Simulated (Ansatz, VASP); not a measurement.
**MgH2: VASP beside Ansatz**

```
CELL_PARAMETERS angstrom
3.70482 0.00000 0.00000
0.00000 3.70482 0.00000
0.00000 0.00000 5.58638
ATOMIC_POSITIONS crystal
Mg 0.00000 0.00000 0.00000
H 0.50000 0.00000 0.00000
H 0.00000 0.50000 0.00000
```

Change from the starting cell: ordered vacancies on the anion sites of rhenium trioxide (P4/mmm, No. 123).

Alike in both runs: functional PBE; k mesh 8 × 8 × 6; occupations gaussian, width 0.02 eV; no spin polarisation.

Ansatz relaxed the structure, and its values are those at the end. VASP's run is a single point on that final structure, the one shown.

|  | VASP | Ansatz |
| --- | --- | --- |
| version | VASP 6.6.1 | Ansatz 0.2.0 |
| potentials or method | VASP PAW PBE potentials, release 64 (Mg, H) | scalar-relativistic, plane waves, PAW |
| plane-wave cutoff (eV) | 520 | 420 |
| valence electrons in the cell | 4 | 12 |

|  | VASP | Ansatz | Ansatz less VASP |
| --- | --- | --- | --- |
| gap on the k mesh at the Fermi level (eV) | 0.91 | 0.91 | +0.005 |
| least direct gap on the mesh (eV) | 0.91 | 0.91 | +0.005 |
| pressure (GPa) | -0.1 | 0.0 | +0.07 |

With one functional, cell and mesh, what is left measures potentials, basis and numerics. The two sets of potentials don't hold the same shells in valence. Ansatz warned: «xc_potential_rough_in_thin_density».

A k mesh can miss the band edges.
